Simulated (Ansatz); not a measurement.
# W (Fm-3m) in Ansatz: a series of runs

One crystal, W, is run at these levels: PBE, LDA, PBEsol; tasks: single point, relaxation of cell and atoms.

All numbers are computed with Ansatz 0.2.0; they aren't measurements. Logs are shortened: lines on timing, memory, paths and dates and some standing lists are left out, and cuts for length are marked.

### 1 The crystal as given

The structure is cubic, space group Fm-3m (No. 225). Conventional cell: a = 4.060 Å, b = 4.060 Å, c = 4.060 Å, α = 90.00°, β = 90.00°, γ = 90.00°. Around W (site symmetry m-3m) lie 12 W at 2.87 Å.

This isn't the form of W at room conditions, which is bcc.

### 2 Single point, PBE

Input file input.yaml:

```yaml
crystal:
  lattice:
    - [0.0, 2.03, 2.03]
    - [2.03, 0.0, 2.03]
    - [2.03, 2.03, 0.0]
  atoms:
    - { symbol: W, position: [0.0, 0.0, 0.0] }
hamiltonian:
  xc: pbe
  pseudopotentials: { kind: paw }
kpoints:
  mp_grid: { grid: [11, 11, 11] }
scf:
  occupations: { method: gaussian, width: 0.011 }
output:
  forces: true
  stress: true
  eigenvalues: true
  write_density: true
  write_potential: true
  elf: true
  volumetric_format: npy
```

Potentials or basis: Ansatz PAW.

Launch:

```sh
$ ansatz run input.yaml --threads 2 --pin off --max-ram 5632MiB --backend cpu --events-out ev --progress --plain --runs-dir out
```

Standard output:

```text
Warning: RAYON_NUM_THREADS=2 ignored (pool sized by the plan → 2); use --threads N
Engine: ansatz 0.2.0, aarch64-unknown-linux-gnu
Pseudopotentials: kind: paw
Pseudopotential: W, paw, valence charge 14, recommended cutoff 420 eV (normal), W.paw.azcp
Functional definition: PBE
  parameter kappa = 0.804
  parameter beta = 0.06672455060314922
  exchange = pbe_x(kappa = kappa, mu = beta*pi^2/3)
  correlation = pbe_c(beta = beta)
Crystal: 1 atoms, lattice volume = 16.731 Å³
Basis set: ecut = 420 eV, 331 PW (Γ), exchange–correlation on 40×40×40 points (8 copies of the dense FFT grid, shifted against one another)
Bands: 11, of which v1, the nominal top of the filled ones, is band 7 counted from 1 (6 counted from 0)
Symmetry: 48 space group operations
Space group: Fm-3m (ITA 225), of the structure as read, at distance tolerance 2.6e-5 Å
k-points: 56 of 1331
Non-local potential: W, projectors of the file, l = 0: 3, l = 1: 2, l = 2: 2, l = 3: 1
PAW form: soft (Blöchl's): semilocal exchange-correlation on the pseudo side does not see the compensation charge
PAW one-centre angular grid: W, 590 points (default); XC on 64 Gauss nodes
Initial density: superposition of atomic densities (neutral atoms: chi_scale 0, normalization atom), corrected by the library's trained network
Initial wavefunctions: pseudopotential atomic-orbital guess
Functional: x = pbe(κ = 0.804, μ = 0.2195149727645171), c = pbe(β = 0.06672455060314922)
SCF iter   1: F=—  HF=-10384.345268 eV  |F-HF|=—  |Δ(HF+E_count)|=         —  Δρ=2.54e-3  dr2=8.48e-4  ethr=1.77e-3  ⟨swp⟩=5.9  Hψ=3425  notcnv=0
preconditioner: auto → none  [insulator: Δε(μ)=0.057 eV  Ē_g=8.340 eV  σ=0.011 eV  W_gap=0.87  n_scr=0 (ndim 8)  ℏωp=22.2 eV  f_vac=0.000  D(μ)=0.95/eV (n_scr^D=14)  ε∞_Penn≈8.1]
SCF iter   2: F=—  HF=-10384.344861 eV  |F-HF|=—  |Δ(HF+E_count)|=   4.07e-4  Δρ=9.76e-4  dr2=7.39e-5  ethr=6.05e-6  ⟨swp⟩=2.2  Hψ=1435  notcnv=0  defer=8
SCF iter   3: F=—  HF=-10384.344883 eV  |F-HF|=—  |Δ(HF+E_count)|=   2.16e-5  Δρ=2.71e-4  dr2=3.64e-6  ethr=5.28e-7  ⟨swp⟩=2.7  Hψ=919  notcnv=0  defer=8
iter 4 did not close the SCF: its close was put off for the readings that it lacked (scf_convergence_deferred on its scf_iter line)
SCF iter   4: F=-10384.344886 eV  HF=-10384.344886 eV  |F-HF|=7.75e-8  |Δ(HF+E_count)|=   2.94e-6  Δρ=3.11e-5  dr2=9.37e-8  ethr=2.60e-8  ⟨swp⟩=2.5  Hψ=1018  notcnv=0  defer=8
iter 5 did not close the SCF: its close was put off for the readings that it lacked (scf_convergence_deferred on its scf_iter line)
SCF iter   5: F=-10384.344886 eV  HF=-10384.344886 eV  |F-HF|=8.28e-10  |Δ(HF+E_count)|=   4.62e-8  Δρ=6.70e-6  dr2=2.32e-9  ethr=6.69e-10  ⟨swp⟩=2.0  Hψ=907  notcnv=0  defer=8
SCF iter   6: F=-10384.344886 eV  HF=-10384.344886 eV  |F-HF|=1.82e-12  |Δ(HF+E_count)|=  1.20e-10  Δρ=2.71e-7  dr2=5.61e-12  ethr=1.66e-11  ⟨swp⟩=5.3  Hψ=3162  notcnv=0
SCF 1 converged in 6 iterations: F = -10384.344886 eV  dr2 = 5.61e-12
SCF converged after 6 iterations
Free energy (F): -10384.344886 eV
Harris-Foulkes:  -10384.344886 eV  (|F-HF|=1.82e-12)
Internal energy: -10384.344828 eV  (E = F + TS)
E sigma→0 (E₀):  -10384.344857 eV
Entropy (-TS):   -0.000058 eV (-0.058 meV/atom)
Fermi energy:    20.837675 eV
--- Per-component energies (eV) ---
  E_band       = -98.410481
  E_kinetic    = 448.166780
  E_local      = -637.463498  (includes V_loc(G=0)·N_el)
  E_nonlocal   = 0.670452
  E_hartree    = 226.377130
  E_xc         = -266.154159
  E_vxc        = -237.763356  (∫ρ·V_xc dr)
  E_paw        = -8562.345898  (= ΣΔE_a)
  E_vpaw       = -124.775124  (= ΣTr[D̂ρ^β])
  E_aug_tail   = -0.000052  (compensation charges beyond the density's cutoff)
  E_ewald      = -1593.595583
  E_smearing   = -0.000058  (= −TS)
  E_closure    = 0.000000  (closes the sum)
  Σ components = -10384.344886   (vs F -10384.344886, Δ=0.00e0)
--- Forces (eV/Å), atoms counted from 1 ---
  atom   1  W     -0.00000000     0.00000000    -0.00000000
  max |Σ_I F_I| component: 5.14e-32 eV/Å
--- Stress (GPa, compression-positive) ---
       -4.937892       0.000000       0.000000
        0.000000      -4.937892       0.000000
        0.000000       0.000000      -4.937892
  P = ⅓ Tr σ = -4.9379 GPa (-49.379 kbar)
--- Band table (eV; the first three rows and the last of 56) ---
  k-point 0: bands = ["-52.8042", "-16.4984", "-16.4984", "-16.4984", "11.9392", "20.2823", "20.2823", "20.2823", "23.3258", "23.3258", "33.5823"]
  k-point 1: bands = ["-52.7965", "-16.5892", "-16.5101", "-16.5101", "12.2902", "20.0234", "20.4415", "20.4415", "23.1895", "23.1895", "34.2646"]
  k-point 2: bands = ["-52.7758", "-16.8279", "-16.5413", "-16.5413", "13.2377", "19.5087", "20.7228", "20.7228", "23.0816", "23.0816", "34.9179"]
  k-point 55: bands = ["-52.6751", "-17.2391", "-17.1812", "-16.8790", "17.2042", "18.3678", "19.2739", "22.2459", "26.1445", "29.7684", "31.3629"]
```

Run time: 0.68 s. Hardware: 2 threads of Arm Neoverse V1, shared host; peak memory 0.26 GiB.

What came out:

* Free energy: -10384.3449 eV
* Pressure: -4.9 GPa
* Band gap on the k mesh: none (metal or under the smearing width)

Spin-orbit coupling is left out, which matters for the levels of W.

### 3 Relaxation of cell and atoms, PBE

Changes to input.yaml since step 2:

```diff
@@ -13,3 +13,3 @@
 scf:
-  occupations: { method: gaussian, width: 0.011 }
+  occupations: { method: fermi_dirac, width: 0.05 }
 output:
@@ -18,5 +18,5 @@
   eigenvalues: true
-  write_density: true
-  write_potential: true
-  elf: true
-  volumetric_format: npy
+relax:
+  f_tol: 0.01
+  max_steps: 40
+  cell: { stress_tol: 0.05 }
```

Potentials or basis: Ansatz PAW.

Launch:

```sh
$ ansatz run input.yaml --threads 2 --pin off --max-ram 5632MiB --backend cpu --events-out ev --progress --plain --runs-dir out
```

Run time: 2.4 s. Hardware: 2 threads of Arm Neoverse V1, shared host; peak memory 0.27 GiB.

The run converged. Its results:

| Item | Value |
| --- | --- |
| Free energy | -10384.3531 eV |
| Relaxed volume | 16.45 Å³/atom |
| Relaxed cell | a = 2.854 Å, b = 2.854 Å, c = 2.854 Å, α = 60.00°, β = 60.00°, γ = 60.00° |
| Space group after relaxing (to 0.05 Å) | Fm-3m (No. 225) |
| Energy gained by relaxing | 4.4 meV/atom |
| Ionic steps | 4 |
| Pressure after relaxing | 0.0 GPa |
| Band gap on the k mesh | none (metal or under the smearing width) |

Step by step:
```csv
step,energy change (eV),largest force (eV/Å),volume (Å³)
1,0.0000,0.0000,16.73
2,-0.0044,0.0000,16.47
3,-0.0045,0.0000,16.45
4,-0.0044,0.0000,16.45
```

Final structure:
```
W
1.0
     0.00000    2.01838    2.01838
     2.01838    0.00000    2.01838
     2.01838    2.01838    0.00000
W
1
Direct
  0.00000 0.00000 0.00000
```

Levels at points of the mesh, in eV from the Fermi level:
| k point | band 3 | band 4 | band 5 | band 6 | band 7 | band 8 | band 9 | band 10 | band 11 |
| --- | --- | --- | --- | --- | --- | --- | --- | --- | --- |
| (0.00, 0.00, 0.00) | -37.27 | -37.27 | -8.97 | -0.56 | -0.56 | -0.56 | 2.56 | 2.56 | 12.79 |

Caveat: the plane-wave basis is chosen anew once the cell has moved, so the energies of steps on either side of that aren't comparable. Spin-orbit coupling is left out, which matters for the levels of W.

### 4 Relaxation of cell and atoms, LDA

Changes to input.yaml since step 3:

```diff
@@ -8,3 +8,3 @@
 hamiltonian:
-  xc: pbe
+  xc: lda
   pseudopotentials: { kind: paw }
@@ -18,2 +18,6 @@
   eigenvalues: true
+  write_density: true
+  write_potential: true
+  elf: true
+  volumetric_format: npy
 relax:
```

Launch:

```sh
$ ansatz run input.yaml --threads 2 --pin off --max-ram 5632MiB --backend cpu --events-out ev --progress --plain --runs-dir out
```

Run time: 2.8 s. Hardware: 2 threads of Arm Neoverse V1, shared host; peak memory 0.27 GiB.

Results (log left out):

```
Free energy                            : -10129.3613 eV
Relaxed volume                         : 15.72 Å³/atom
Relaxed cell                           : a = 2.812 Å, b = 2.812 Å, c = 2.812 Å, α = 60.00°, β = 60.00°, γ = 60.00°
Space group after relaxing (to 0.05 Å) : Fm-3m (No. 225)
Energy gained by relaxing              : 58.8 meV/atom
Ionic steps                            : 5
Pressure after relaxing                : 0.0 GPa
Band gap on the k mesh                 : none (metal or under the smearing width)
```

The path:
| step | energy change (eV) | largest force (eV/Å) | volume (Å³) |
| --- | --- | --- | --- |
| 1 | 0.0000 | 0.0000 | 16.73 |
| 2 | -0.0582 | 0.0000 | 15.83 |
| 3 | -0.0590 | 0.0000 | 15.71 |
| 4 | -0.0590 | 0.0000 | 15.72 |
| 5 | -0.0588 | 0.0000 | 15.72 |

Final structure:
```
CELL_PARAMETERS angstrom
0.00000 1.98822 1.98822
1.98822 0.00000 1.98822
1.98822 1.98822 0.00000
ATOMIC_POSITIONS crystal
W 0.00000 0.00000 0.00000
```

Levels at points of the mesh, in eV from the Fermi level:
```tsv
k point	band 4	band 5	band 6	band 7	band 8	band 9	band 10	band 11
(0.00, 0.00, 0.00)	-37.05	-9.10	-0.59	-0.59	-0.59	2.69	2.69	13.03
```

Caveat: the plane-wave basis is chosen anew once the cell has moved, so the energies of steps on either side of that aren't comparable; the PAW data sets come from PBE, with cores solved anew for the run's functional, which leaves a small shift of forces and pressure. Zero-point motion and thermal expansion aren't in these numbers.

[end of part 1 of 2]
